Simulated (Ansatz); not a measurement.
# GaN (P6_3mc) in Ansatz: a series of runs

Runs on GaN. Level: r2SCAN+D3(BJ). Tasks: single point, equation of state.

Everything below comes from runs of Ansatz 0.2.0. Logs are shortened: lines on timing, memory, paths and dates and some standing lists are left out, and cuts for length are marked.

### Step 1. The crystal as given

Symmetry: P6_3mc, No. 186, hexagonal system. The conventional cell has a = 3.180 Å, b = 3.180 Å, c = 5.166 Å, α = 90.00°, β = 90.00°, γ = 120.00°. Around Ga (site symmetry 3m) lie 4 N at 1.94 to 1.95 Å. Around N (site symmetry 3m) lie 4 Ga at 1.94 to 1.95 Å.

### Step 2. Single point, r2SCAN+D3(BJ), 10.63 Å³/atom (volume scaled by 0.94)

Input file input.yaml:

```yaml
crystal:
  lattice:
    - [3.1150838257, 0.0, 0.0]
    - [-1.5575419129, 2.697741728, 0.0]
    - [0.0, 0.0, 5.0605418376]
  atoms:
    - { symbol: Ga, position: [0.6666666667, 0.3333333333, 0.5] }
    - { symbol: Ga, position: [0.3333333333, 0.6666666667, 0.0] }
    - { symbol: "N", position: [0.6666666667, 0.3333333333, 0.875] }
    - { symbol: "N", position: [0.3333333333, 0.6666666667, 0.375] }
hamiltonian:
  xc: r2scan
  pseudopotentials: { kind: paw }
  dispersion: d3bj
kpoints:
  mp_grid: { grid: [10, 10, 5] }
scf:
  occupations: { method: fermi_dirac, width: 0.05 }
output:
  forces: true
  stress: true
  eigenvalues: true
```

Potentials or basis: Ansatz PAW.

Run with:

```bash
$ ansatz run input.yaml --threads 2 --pin off --max-ram 5120MiB --backend cpu --events-out ev --progress --plain --runs-dir out
```

Log:

```text
Warning: the engine holds no damping parameters fitted to this dispersion correction and functional, so the run takes those fitted to r2scan beside the three-body term, which d3bj leaves out (hamiltonian.dispersion, under Limitations)
Warning: RAYON_NUM_THREADS=2 ignored (pool sized by the plan → 2); use --threads N
Engine: ansatz 0.2.0, x86_64-unknown-linux-gnu
Pseudopotentials: kind: paw
Pseudopotential: Ga, paw, valence charge 13, recommended cutoff 500 eV (meta_gga), Ga.paw.azcp
Pseudopotential: N, paw, valence charge 5, recommended cutoff 500 eV (meta_gga), N.paw.azcp
Functional definition: r2SCAN
  parameter k0 = 0.174
  parameter k1 = 0.065
  parameter a1 = 4.9479
  exchange = r2scan_x(k0 = k0, k1 = k1, a1 = a1)
  correlation = r2scan_c
Crystal: 4 atoms, lattice volume = 42.527 Å³
Basis set: ecut = 500 eV, 1099 PW (Γ), exchange–correlation on 96×96×160 points (64 copies of the dense FFT grid, shifted against one another)
Bands: 22, of which v1, the nominal top of the filled ones, is band 18 counted from 1 (17 counted from 0)
Symmetry: 12 space group operations
Space group: P63mc (ITA 186), of the structure as read, at distance tolerance 3.5e-5 Å
k-points: 42 of 500 (time reversal used)
Non-local potential: Ga, projectors of the file, l = 0: 2, l = 1: 2, l = 2: 3, l = 3: 1
Non-local potential: N, projectors of the file, l = 0: 2, l = 1: 2, l = 2: 1
PAW form: soft (Blöchl's): semilocal exchange-correlation on the pseudo side does not see the compensation charge
PAW frozen core: Ga, regenerated for the run's functional (the file was generated under x = pbe(κ = 0.804, μ = 0.2195149727645171), c = pbe(β = 0.06672455060314922))
PAW frozen core: N, regenerated for the run's functional (the file was generated under x = pbe(κ = 0.804, μ = 0.2195149727645171), c = pbe(β = 0.06672455060314922))
PAW one-centre angular grid: Ga, 590 points (default); XC on 160 Gauss nodes
PAW one-centre angular grid: N, 302 points (default); XC on 160 Gauss nodes
Initial density: superposition of atomic densities (neutral atoms: chi_scale 0, normalization atom), corrected by the library's trained network
Initial wavefunctions: pseudopotential atomic-orbital guess
Functional: x = r2scan, c = r2scan; τ floored in thin density (d = 2e-4 eV/Å³)
SCF iter   1: F=—  HF=-8353.079785 eV  |F-HF|=—  |Δ(HF+E_count)|=         —  Δρ=1.28e-2  dr2=2.69e-2  dr2_τ=2.38e-1  ethr=1.77e-3  ⟨swp⟩=5.3  Hψ=3882  notcnv=0
preconditioner: auto → Resta (q_TF=auto, 2.654 Å⁻¹)  ε∞=4.5  [insulator: Δε(μ)=2.775 eV  Ē_g=18.153 eV  σ=0.050 eV  W_gap=1.00  n_scr=22 (ndim 8)  ℏωp=34.2 eV  f_vac=0.004  D(μ)=0.00/eV (n_scr^D=0)  ε∞_Penn≈4.5]
SCF iter   2: F=—  HF=-8353.156481 eV  |F-HF|=—  |Δ(HF+E_count)|=   7.67e-2  Δρ=6.13e-3  dr2=9.82e-3  dr2_τ=3.51e-4  ethr=7.46e-5  ⟨swp⟩=2.0  Hψ=2184  notcnv=0
SCF iter   3: F=—  HF=-8353.155819 eV  |F-HF|=—  |Δ(HF+E_count)|=   6.62e-4  Δρ=3.87e-3  dr2=2.79e-3  dr2_τ=8.81e-5  ethr=2.73e-5  ⟨swp⟩=2.3  Hψ=1623  notcnv=0
SCF iter   4: F=—  HF=-8353.155855 eV  |F-HF|=—  |Δ(HF+E_count)|=   3.60e-5  Δρ=1.07e-3  dr2=3.03e-4  dr2_τ=1.29e-5  ethr=7.74e-6  ⟨swp⟩=1.0  Hψ=924  notcnv=0
SCF iter   5: F=—  HF=-8353.155818 eV  |F-HF|=—  |Δ(HF+E_count)|=   3.69e-5  Δρ=1.58e-4  dr2=6.89e-6  dr2_τ=1.09e-6  ethr=8.41e-7  ⟨swp⟩=2.8  Hψ=1673  notcnv=0
SCF iter   6: F=—  HF=-8353.155822 eV  |F-HF|=—  |Δ(HF+E_count)|=   3.28e-6  Δρ=7.34e-5  dr2=2.30e-6  dr2_τ=1.10e-7  ethr=1.91e-8  ⟨swp⟩=2.7  Hψ=1632  notcnv=0
SCF iter   7: F=—  HF=-8353.155821 eV  |F-HF|=—  |Δ(HF+E_count)|=   2.53e-7  Δρ=1.63e-5  dr2=1.01e-7  dr2_τ=6.62e-10  ethr=2.78e-10  ⟨swp⟩=3.1  Hψ=3773  notcnv=0
SCF iter   8: F=-8353.155821 eV  HF=-8353.155821 eV  |F-HF|=1.53e-10  |Δ(HF+E_count)|=   8.85e-9  Δρ=7.41e-7  dr2=2.31e-10  dr2_τ=6.69e-12  ethr=2.78e-10  ⟨swp⟩=4.0  Hψ=2892  notcnv=0
SCF 1 converged in 8 iterations: F = -8353.155821 eV  dr2 = 2.31e-10
SCF converged after 8 iterations
Free energy (F): -8353.155821 eV
Harris-Foulkes:  -8353.155821 eV  (|F-HF|=1.53e-10)
Internal energy: -8353.155821 eV  (E = F + TS)
E sigma→0 (E₀):  -8353.155821 eV
Fermi energy:    11.997371 eV
--- Per-component energies (eV) ---
  E_band       = 4.071413
  E_kinetic    = 500.399532
  E_local      = -3798.041884  (includes V_loc(G=0)·N_el)
  E_nonlocal   = 953.426871
  E_hartree    = 1763.209731
  E_xc         = -245.830237
  E_vxc        = -290.414063  (∫ρ·V_xc dr)
  E_paw        = -4274.262729  (= ΣΔE_a)
  E_vpaw       = -903.509635  (= ΣTr[D̂ρ^β])
  E_aug_tail   = -0.000048  (compensation charges beyond the density's cutoff)
  E_vtau       = 15.791336  (kinetic-family band-sum trace: ∫τ·v_τ [+ j·A + Jᵃ·Aᵃ] dr)
  E_ewald      = -3250.175457
  E_disp       = -0.516332  (pairwise vdW)
  E_core_change = -1.365269  (= ΣΔE_core)
  E_smearing   = -0.000000  (= −TS)
  E_closure    = 0.000000  (closes the sum)
  Σ components = -8353.155821   (vs F -8353.155821, Δ=0.00e0)
--- Forces (eV/Å), atoms counted from 1 ---
  atom   1  Ga     0.00000000     0.00000000    -0.16097272
  atom   2  Ga    -0.00000000    -0.00000000    -0.16097272
  atom   3  N      0.00000000     0.00000000     0.16096775
  atom   4  N     -0.00000000    -0.00000000     0.16096775
  max |Σ_I F_I| component: 9.94e-6 eV/Å
--- Stress (GPa, compression-positive) ---
       12.458519       0.000000       0.000000
        0.000000      12.458519       0.000000
        0.000000      -0.000000      15.094030
  P = ⅓ Tr σ = 13.3370 GPa (133.370 kbar)
--- Band table (eV; the first three rows and the last of 42) ---
  k-point 0: bands = ["-6.8688", "-5.6789", "-3.4210", "-3.3954", "-3.3954", "-3.3107", "-3.3107", "-3.0549", "-3.0549", "-2.9352", "-2.9352", "-1.7756", "2.8612", "9.3790", "9.3790", "10.4928", "10.5551", "10.5551", "13.3721", "15.8418", "20.9457", "21.5381"]
  k-point 1: bands = ["-6.7383", "-5.7582", "-3.3917", "-3.3917", "-3.3897", "-3.3230", "-3.3230", "-3.0395", "-3.0395", "-2.9429", "-2.9429", "-2.1993", "3.6730", "9.4414", "9.4865", "9.4865", "10.4382", "10.4382", "14.2159", "15.9139", "20.6528", "21.5748"]
  k-point 2: bands = ["-6.4001", "-6.0138", "-3.3772", "-3.3772", "-3.3508", "-3.3508", "-3.2450", "-3.0035", "-3.0035", "-2.9667", "-2.9667", "-2.8566", "5.4583", "7.5154", "9.7729", "9.7729", "10.1365", "10.1365", "15.4009", "15.9484", "20.1727", "20.4288"]
  k-point 41: bands = ["-5.4828", "-5.4543", "-3.2728", "-3.2464", "-3.2280", "-3.1635", "-3.0489", "-3.0468", "-3.0013", "-2.9909", "-1.4665", "-1.3413", "3.9607", "4.1008", "5.7022", "6.5142", "8.5521", "8.8690", "17.6251", "17.8656", "18.8293", "19.2750"]
```

Run time: 13 s. Hardware: 2 threads of Intel Xeon at 2.50GHz (Skylake/Cascade Lake), shared host; peak memory 0.47 GiB.

Results:

| Quantity | Value |
| --- | --- |
| Free energy | -8353.1558 eV |
| Pressure | 13.3 GPa |
| Largest force | 0.161 eV/Å |
| Band gap on the k mesh | 2.82 eV, direct |

Caveat: odd divisions of the mesh miss points on the zone boundary, where band edges often lie, so the gap on the mesh can be too wide; the PAW data sets come from PBE, with cores solved anew for the run's functional, which leaves a small shift of forces and pressure; the dispersion damping was fitted for another functional or another form of the correction.

### Step 3. Single point, r2SCAN+D3(BJ), 10.86 Å³/atom (volume scaled by 0.96)

Changes to input.yaml since step 2:

```diff
@@ -2,5 +2,5 @@
   lattice:
-    - [3.1150838257, 0.0, 0.0]
-    - [-1.5575419129, 2.697741728, 0.0]
-    - [0.0, 0.0, 5.0605418376]
+    - [3.1370217585, 0.0, 0.0]
+    - [-1.5685108793, 2.7167405351, 0.0]
+    - [0.0, 0.0, 5.0961806304]
   atoms:
```

Potentials or basis: Ansatz PAW.

Run with:

```bash
$ ansatz run input.yaml --threads 2 --pin off --max-ram 5120MiB --backend cpu --events-out ev --progress --plain --runs-dir out
```

Wall time 13 s (2 threads of Intel Xeon at 2.50GHz (Skylake/Cascade Lake), shared host); peak memory 0.48 GiB.

It converged, with:

- Free energy: -8353.2163 eV
- Pressure: 8.2 GPa
- Largest force: 0.154 eV/Å
- Band gap on the k mesh: 2.67 eV, direct

Caveat: odd divisions of the mesh miss points on the zone boundary, where band edges often lie, so the gap on the mesh can be too wide; the PAW data sets come from PBE, with cores solved anew for the run's functional, which leaves a small shift of forces and pressure; the dispersion damping was fitted for another functional or another form of the correction.

### Step 4. Single point, r2SCAN+D3(BJ), 11.08 Å³/atom (volume scaled by 0.98)

Changes to input.yaml since step 3:

```diff
@@ -2,5 +2,5 @@
   lattice:
-    - [3.1370217585, 0.0, 0.0]
-    - [-1.5685108793, 2.7167405351, 0.0]
-    - [0.0, 0.0, 5.0961806304]
+    - [3.158657075, 0.0, 0.0]
+    - [-1.5793285375, 2.7354772688, 0.0]
+    - [0.0, 0.0, 5.1313278144]
   atoms:
@@ -22 +22,5 @@
   eigenvalues: true
+  write_density: true
+  write_potential: true
+  elf: true
+  volumetric_format: npy
```

Run with:

```bash
$ ansatz run input.yaml --threads 2 --pin off --max-ram 5120MiB --backend cpu --events-out ev --progress --plain --runs-dir out
```

Run time: 17 s. Hardware: 2 threads of Intel Xeon at 2.50GHz (Skylake/Cascade Lake), shared host; peak memory 0.47 GiB.

It converged, with:

| Property | Result |
| --- | --- |
| Free energy | -8353.2490 eV |
| Pressure | 3.5 GPa |
| Largest force | 0.148 eV/Å |
| Band gap on the k mesh | 2.52 eV, direct |

Caveat: odd divisions of the mesh miss points on the zone boundary, where band edges often lie, so the gap on the mesh can be too wide; the PAW data sets come from PBE, with cores solved anew for the run's functional, which leaves a small shift of forces and pressure; the dispersion damping was fitted for another functional or another form of the correction.

### Step 5. Single point, r2SCAN+D3(BJ), 11.31 Å³/atom

Changes to input.yaml since step 4:

```diff
@@ -2,5 +2,5 @@
   lattice:
-    - [3.158657075, 0.0, 0.0]
-    - [-1.5793285375, 2.7354772688, 0.0]
-    - [0.0, 0.0, 5.1313278144]
+    - [3.18, 0.0, 0.0]
+    - [-1.59, 2.753960784, 0.0]
+    - [0.0, 0.0, 5.166]
   atoms:
```

Run with:

```bash
$ ansatz run input.yaml --threads 2 --pin off --max-ram 5120MiB --backend cpu --events-out ev --progress --plain --runs-dir out
```

Run time: 16 s. Hardware: 2 threads of Intel Xeon at 2.50GHz (Skylake/Cascade Lake), shared host; peak memory 0.48 GiB.

Results (log left out):

* Free energy: -8353.2569 eV
* Pressure: -0.7 GPa
* Largest force: 0.142 eV/Å
* Band gap on the k mesh: 2.38 eV, direct

Caveat: odd divisions of the mesh miss points on the zone boundary, where band edges often lie, so the gap on the mesh can be too wide; the PAW data sets come from PBE, with cores solved anew for the run's functional, which leaves a small shift of forces and pressure; the dispersion damping was fitted for another functional or another form of the correction.

### Step 6. Single point, r2SCAN+D3(BJ), 11.54 Å³/atom (volume scaled by 1.02)

Changes to input.yaml since step 5:

```diff
@@ -2,5 +2,5 @@
   lattice:
-    - [3.18, 0.0, 0.0]
-    - [-1.59, 2.753960784, 0.0]
-    - [0.0, 0.0, 5.166]
+    - [3.2010602164, 0.0, 0.0]
+    - [-1.6005301082, 2.7721994664, 0.0]
+    - [0.0, 0.0, 5.2002129176]
   atoms:
@@ -22,5 +22 @@
   eigenvalues: true
-  write_density: true
-  write_potential: true
-  elf: true
-  volumetric_format: npy
```

Potentials or basis: Ansatz PAW.

Run with:

```bash
$ ansatz run input.yaml --threads 2 --pin off --max-ram 5120MiB --backend cpu --events-out ev --progress --plain --runs-dir out
```

Wall time 15 s (2 threads of Intel Xeon at 2.50GHz (Skylake/Cascade Lake), shared host); peak memory 0.48 GiB.

The run converged. Its results:

```
Free energy            : -8353.2423 eV
Pressure               : -4.4 GPa
Largest force          : 0.136 eV/Å
Band gap on the k mesh : 2.24 eV, direct
```

Caveat: odd divisions of the mesh miss points on the zone boundary, where band edges often lie, so the gap on the mesh can be too wide; the PAW data sets come from PBE, with cores solved anew for the run's functional, which leaves a small shift of forces and pressure; the dispersion damping was fitted for another functional or another form of the correction.

### Step 7. Single point, r2SCAN+D3(BJ), 11.76 Å³/atom (volume scaled by 1.04)

Changes to input.yaml since step 6:

```diff
@@ -2,5 +2,5 @@
   lattice:
-    - [3.2010602164, 0.0, 0.0]
-    - [-1.6005301082, 2.7721994664, 0.0]
-    - [0.0, 0.0, 5.2002129176]
+    - [3.2218469041, 0.0, 0.0]
+    - [-1.6109234521, 2.7902012661, 0.0]
+    - [0.0, 0.0, 5.2339814801]
   atoms:
```

Run with:

```bash
$ ansatz run input.yaml --threads 2 --pin off --max-ram 5120MiB --backend cpu --events-out ev --progress --plain --runs-dir out
```

It took 14 s on 2 threads of Intel Xeon at 2.50GHz (Skylake/Cascade Lake), shared host; peak memory 0.48 GiB.

Results (log left out):

| Item | Value |
| --- | --- |
| Free energy | -8353.2077 eV |
| Pressure | -7.8 GPa |
| Largest force | 0.130 eV/Å |
| Band gap on the k mesh | 2.11 eV, direct |

Caveat: odd divisions of the mesh miss points on the zone boundary, where band edges often lie, so the gap on the mesh can be too wide; the PAW data sets come from PBE, with cores solved anew for the run's functional, which leaves a small shift of forces and pressure; the dispersion damping was fitted for another functional or another form of the correction.

### Step 8. Single point, r2SCAN+D3(BJ), 11.99 Å³/atom (volume scaled by 1.06)

Changes to input.yaml since step 7:

```diff
@@ -2,5 +2,5 @@
   lattice:
-    - [3.2218469041, 0.0, 0.0]
-    - [-1.6109234521, 2.7902012661, 0.0]
-    - [0.0, 0.0, 5.2339814801]
+    - [3.2423687753, 0.0, 0.0]
+    - [-1.6211843877, 2.8079737278, 0.0]
+    - [0.0, 0.0, 5.2673198406]
   atoms:
```

Run with:

```bash
$ ansatz run input.yaml --threads 2 --pin off --max-ram 5120MiB --backend cpu --events-out ev --progress --plain --runs-dir out
```

It took 14 s on 2 threads of Intel Xeon at 2.50GHz (Skylake/Cascade Lake), shared host; peak memory 0.48 GiB.

Results (log left out):

| Item | Value |
| --- | --- |
| Free energy | -8353.1549 eV |
| Pressure | -10.8 GPa |
| Largest force | 0.125 eV/Å |
| Band gap on the k mesh | 1.97 eV, direct |

Caveat: odd divisions of the mesh miss points on the zone boundary, where band edges often lie, so the gap on the mesh can be too wide; the PAW data sets come from PBE, with cores solved anew for the run's functional, which leaves a small shift of forces and pressure; the dispersion damping was fitted for another functional or another form of the correction.

### Step 9. Equation of state, r2SCAN+D3(BJ)

Potentials or basis: Ansatz PAW.

No new run: the results of the series are fitted here.

Results:

```
Equilibrium volume                        : 11.27 Å³/atom
Bulk modulus at fixed shape and positions : 201 GPa
Pressure derivative of the bulk modulus   : 4.3
```

Energy against volume, from the lowest point:
```csv
volume (Å³/atom),energy (meV/atom)
10.632,25.26
10.858,10.15
11.084,1.96
11.310,0.00
11.537,3.63
11.763,12.30
11.989,25.49
```

Caveat: the cell was scaled at fixed shape and fractional positions, which overstates the stiffness of a crystal with free parameters, most of all of layers and chains; the PAW data sets were made with another functional, which shifts forces and pressure a little.
